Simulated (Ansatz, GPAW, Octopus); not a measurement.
## MgS: programs and potentials compared

```xyz
4
Lattice="4.0346 0.0000 0.0000 -2.0173 3.4941 0.0000 0.0000 0.0000 6.4323" Properties=species:S:1:pos:R:3 pbc="T T T"
S     2.0173    1.1647    5.6556
S     0.0000    2.3294    2.4394
Mg    0.0000    2.3294    6.4050
Mg    2.0173    1.1647    3.1888
```

The cell comes from a database or a generator and needn't be the stable form of this composition.

Alike in all runs: task single point; functional PBEsol; k mesh 8 × 8 × 4; occupations fermi-dirac, width 0.05 eV; no spin polarisation; no spin-orbit coupling. Pressure is positive in compression and, in plane waves, holds the error of the finite cutoff, which Ansatz's Pulay term estimates and takes out.

| program and potentials | plane-wave cutoff (eV) | notes | band gap (eV) | pressure (GPa) |
| --- | --- | --- | --- | --- |
| Ansatz, Ansatz PAW | 420 | potentials made for PBE, which Ansatz adapts in part | 3.27 | -0.31 |
| GPAW, PAW data sets generated for this functional | 800 | - | 3.27 | -0.25 |
| Octopus, pseudodojo_pbesol (PseudoDojo 0.4, PBEsol) | - | - | 3.26 | - |
| Ansatz, all-electron LAPW, scalar-relativistic | - | - | 3.27 | -0.34 |

Force on atom 3 (Mg), eV/Å:

```tsv
program and potentials	x	y	z
Ansatz, Ansatz PAW	0.000	0.000	0.045
GPAW, PAW data sets generated for this functional	0.000	0.000	0.045
Octopus, pseudodojo_pbesol (PseudoDojo 0.4, PBEsol)	0.000	0.000	0.058
Ansatz, all-electron LAPW, scalar-relativistic	0.000	0.000	0.045
```

The band gap spans 3.26 (Octopus, pseudodojo_pbesol (PseudoDojo 0.4, PBEsol)) to 3.27 eV (Ansatz, all-electron LAPW, scalar-relativistic), with all-electron results at 3.27. The pressure spans -0.34 (Ansatz, all-electron LAPW, scalar-relativistic) to -0.25 GPa (GPAW, PAW data sets generated for this functional), with all-electron results at -0.34.

The functional is the same throughout but for its coding, so the spread measures potentials, basis and numerics; runs on potential files found faulty are left out.
